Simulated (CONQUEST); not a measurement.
**Bi in CONQUEST: convergence with smearing width**

Bi, a slab with vacuum:

```xyz
6
Lattice="4.5390 0.0000 0.0000 0.0000 7.8618 0.0000 0.0000 0.0000 26.8290" Properties=species:S:1:pos:R:3 pbc="T T T"
Bi    0.0000    5.2412   19.3290
Bi    2.2695    1.3103   19.3290
Bi    0.0000    2.6206   13.4145
Bi    2.2695    6.5515   13.4145
Bi    0.0000    5.2412    7.5000
Bi    2.2695    1.3103    7.5000
```

```yaml
Program: CONQUEST 1.3
Task: convergence study
Functional: PBE
Potentials_or_basis: PseudoDojo NC PBE, DZP, grid cutoff 120 Ha
k_mesh: 6 × 4 × 1
Occupations: methfessel-paxton, width 0.4 eV
Spin: no spin polarisation
```

These are the settings of the first run; the series varies smearing width, with any setting tied to it.

Hardware: 1 thread of AMD EPYC (Zen 3), with other jobs on the host.

Question: The values tried are 0.4 eV, 0.3 eV, 0.2 eV, 0.1 eV, 0.05 eV, 0.025 eV, 0.01 eV, 0.005 eV, loosest first. From which on does the energy stay within 1 meV/atom of the tightest run that finished?

Answer: From 0.2 eV on.

```tsv
smearing width	energy less the tightest run (meV/atom)	largest force (eV/Å)	SCF cycles	CPU time (s)	peak memory (GiB)
0.4 eV	-18.12	0.046	38	320	1.3
0.3 eV	-6.83	0.047	40	330	1.3
0.2 eV	0.11	0.048	41	310	1.3
0.1 eV	0.98	0.046	39	290	1.3
0.05 eV	0.19	0.044	33	250	1.3
0.025 eV	0.01	0.043	32	250	1.3
0.01 eV	0.04	0.043	30	260	1.3
0.005 eV	0.00	0.044	29	270	1.3
```

Against the tightest run, the largest force stays within 0.005 eV/Å from 0.4 eV on. Narrower smearing needs a denser k mesh, so at a fixed mesh the narrowest width isn't the most accurate. The tightest run that finished is the yardstick and may itself not be fully converged.
